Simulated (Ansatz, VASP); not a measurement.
## Pt in VASP and in Ansatz

```
Pt
1.0
     2.95160    0.00000    0.00000
    -1.47580    2.55616    0.00000
     0.00000    0.00000    5.02050
Pt
2
Direct
  0.66667 0.33333 0.75000
  0.33333 0.66667 0.25000
```

Alike in both runs: task single point; functional PBE; k mesh 18 × 18 × 10; occupations gaussian, width 0.15 eV; no spin polarisation.

|  | VASP | Ansatz |
| --- | --- | --- |
| version | VASP 6.6.1 | Ansatz 0.2.0 |
| potentials or method | VASP PAW PBE potentials, release 64 (Pt) | scalar-relativistic, plane waves, PAW |
| plane-wave cutoff (eV) | 520 | 420 |
| valence electrons in the cell | 20 | 36 |

Ansatz gave:

- gap on the k mesh at the Fermi level (eV): none
- pressure (GPa): -26.9
- largest component of the traceless stress (GPa): 2.58

Q: Estimate VASP's values.

A: gap on the k mesh at the Fermi level (eV): none; pressure (GPa): -27.0; largest component of the traceless stress (GPa): 2.50.

A gap of «none» marks a metal or a gap that the smearing closes. The two sets of potentials don't hold the same shells in valence.

Caveats: so large a pressure means that the cell lies far from this level's equilibrium, or that cutoff or potentials fall short (VASP). Spin-orbit coupling is left out, which matters for the levels of Pt.
